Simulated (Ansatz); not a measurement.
GaSb:

```xyz
2
Lattice="-2.7534 2.7534 1.5907 2.7534 -2.7534 1.5907 2.7534 2.7534 -1.5907" Properties=species:S:1:pos:R:3 pbc="T T T"
Sb    0.0000    0.0000    0.0000
Ga    0.0000    2.7534    0.7954
```

Measurements of this composition are mostly on another form, of space group No. 216.

* Program: Ansatz 0.2.0
* Task: relaxation of cell and atoms
* Functional: HSEsol
* Potentials or basis: Ansatz PAW
* Cutoff: 420 eV (not typed: the program's choice for these potentials)
* k mesh: 5 × 5 × 5
* Occupations: fermi-dirac, width 0.05 eV
* Spin: no spin polarisation

At the start: volume 24.12 Å³/atom.

**Question.** How do energy, volume and symmetry change on relaxing?

**Answer.** It ends after 10 steps and the volume is 22.80 Å³/atom (-5.5 %); space group I-4m2 (No. 119, to 0.05 Å).

Step by step:
| step | energy change (eV) | largest force (eV/Å) | volume (Å³) |
| --- | --- | --- | --- |
| 1 | 0.0000 | 0.0000 | 48.24 |
| 2 | -0.0273 | 0.0000 | 43.95 |
| 3 | -0.0359 | 0.0000 | 45.51 |
| 4 | -0.0363 | 0.0000 | 45.37 |
| 5 | -0.0383 | 0.0000 | 45.23 |
| 6 | -0.0642 | 0.0000 | 44.50 |
| 7 | -0.0680 | 0.0000 | 45.20 |
| 8 | -0.0693 | 0.0000 | 45.53 |
| 9 | -0.0693 | 0.0000 | 45.60 |
| 10 | -0.0682 | 0.0000 | 45.60 |

Final structure:
```cif
data_structure
_symmetry_space_group_name_H-M 'P 1'
_symmetry_Int_Tables_number 1
_cell_length_a 4.0653
_cell_length_b 4.0653
_cell_length_c 4.0653
_cell_angle_alpha 99.516
_cell_angle_beta 99.516
_cell_angle_gamma 132.018
_cell_volume 45.60
loop_
_atom_site_label
_atom_site_type_symbol
_atom_site_fract_x
_atom_site_fract_y
_atom_site_fract_z
_atom_site_occupancy
Sb1 Sb 0.00000 0.00000 0.00000 1
Ga1 Ga 0.75000 0.25000 0.50000 1
```

Caveat: the k mesh is coarse (spacing up to 0.46 Å⁻¹), so the values aren't converged, least of all with exact exchange; the plane-wave basis is chosen anew once the cell has moved, so the energies of steps on either side of that aren't comparable; the PAW data sets come from PBE, with cores solved anew for the run's functional, which leaves a small shift of forces and pressure.
